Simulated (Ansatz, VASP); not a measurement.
Given: the input of a run of Ansatz 0.2.0 on WSe.

Contents of input.yaml:

```yaml
crystal:
  lattice:
    - [3.3179375931, 0.0, 0.0]
    - [-1.6589687965, 2.8734182438, 0.0]
    - [0.0, 0.0, 31.65814242]
  atoms:
    - { symbol: W, position: [0.0, 0.0, 0.2369058772] }
    - { symbol: Se, position: [0.33333333, 0.66666666, 0.2894123711] }
    - { symbol: Se, position: [0.33333333, 0.66666666, 0.7105876289] }
    - { symbol: W, position: [0.0, 0.0, 0.7630941228] }
kpoints:
  mp_grid: { grid: [9, 9, 1] }
scf:
  occupations: { method: fermi_dirac, width: 0.05 }
hamiltonian:
  xc: pbe
  pseudopotentials: { kind: all_electron, lapw: { basis_error: 0.001 } }
output:
  forces: true
  stress: true
  eigenvalues: true
  populations: true
```

Potentials or basis: all-electron LAPW, scalar-relativistic.

The run is started by

```sh
$ ansatz run input.yaml --threads 4 --pin off --max-ram 14336MiB --backend cpu --events-out ev --progress --plain --runs-dir out
```

Question: Set up the same calculation for VASP 6.6.1. Potentials there: VASP PAW PBE potentials, release 64 (W_sv, Se).

Answer: As run (the cutoff follows the program's own potentials):

The input INCAR:

```
SYSTEM = WSe
PREC = Accurate ; ENCUT = 520
EDIFF = 1E-6 ; ISMEAR = -1
SIGMA = 0.05 ; LREAL = .FALSE.
LASPH = .TRUE. ; NELM = 80
ALGO = Normal ; ISIF = 2
LWAVE = .FALSE. ; LCHARG = .FALSE.
GGA = PE ; NBANDS = 28
```

The input KPOINTS:

```
Automatic mesh
0
G
  9 9 1
  0 0 0
```

POSCAR

```
WSe
1.0
    3.3179375931      0.0000000000      0.0000000000
   -1.6589687965      2.8734182438      0.0000000000
    0.0000000000      0.0000000000     31.6581424200
W Se
2 2
Direct
    0.0000000000      0.0000000000      0.2369058772
    0.0000000000      0.0000000000      0.7630941228
    0.3333333300      0.6666666600      0.2894123711
    0.3333333300      0.6666666600      0.7105876289
```

Potentials or basis: VASP PAW PBE potentials, release 64 (W_sv, Se).

The run is started by

```bash
$ cat potpaw_PBE.64/W_sv/POTCAR potpaw_PBE.64/Se/POTCAR > POTCAR
$ mpirun -np 1 vasp_std > vasp.out
```

Both were run:

|  | VASP | Ansatz | Ansatz less VASP |
| --- | --- | --- | --- |
| gap on the k mesh at the Fermi level (eV) | 0.35 | 0.35 | -0.001 |
| least direct gap on the mesh (eV) | 0.77 | 0.77 | +0.001 |
| rms of the force components (eV/Å) | 0.234 | 0.246 | +0.0119 |

Ansatz ran all-electron here, so the differences hold the error of VASP's frozen core and of both bases.

Caveats: spin-orbit coupling is left out, which moves the levels of the heavy elements.
